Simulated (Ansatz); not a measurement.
Crystal: ZrC.

```
Zr C
1.0
     3.39148    0.00000    0.00000
    -1.69574    2.93710    0.00000
     0.00000    0.00000    5.29005
Zr C
2 2
Direct
  0.66667 0.33333 0.75000
  0.33333 0.66667 0.25000
  0.00000 0.00000 0.50000
  0.00000 0.00000 0.00000
```

The cell comes from a database or a generator and needn't be the stable form of this composition.

Base run:

```yaml
Program: Ansatz 0.2.0
Functional: PBEsol
Potentials_or_basis: all-electron LAPW, scalar-relativistic
Cutoff: 235 eV (chosen from the basis error)
Basis_error_allowed: 0.002 eV/atom
k_mesh: 9 × 9 × 5
Occupations: fermi-dirac, width 0.05 eV
Spin: no spin polarisation
Hubbard_terms: Zr d U = 6 eV
```

Its results: band gap on the k mesh none (metal or under the smearing width); pressure 0.1 GPa.

**Question.** The run is repeated on the same cell with these changes: hubbard terms from Zr d U = 6 eV to none. What comes out?

**Answer.** Band gap on the k mesh none (metal or under the smearing width); pressure -7.8 GPa.

Caveats: U is the effective U less J, on atomic orbitals that reach past the spheres (some runs); U without spin polarisation on a metal has little footing (some runs); the U is typed as a test and isn't derived for this compound (some runs).
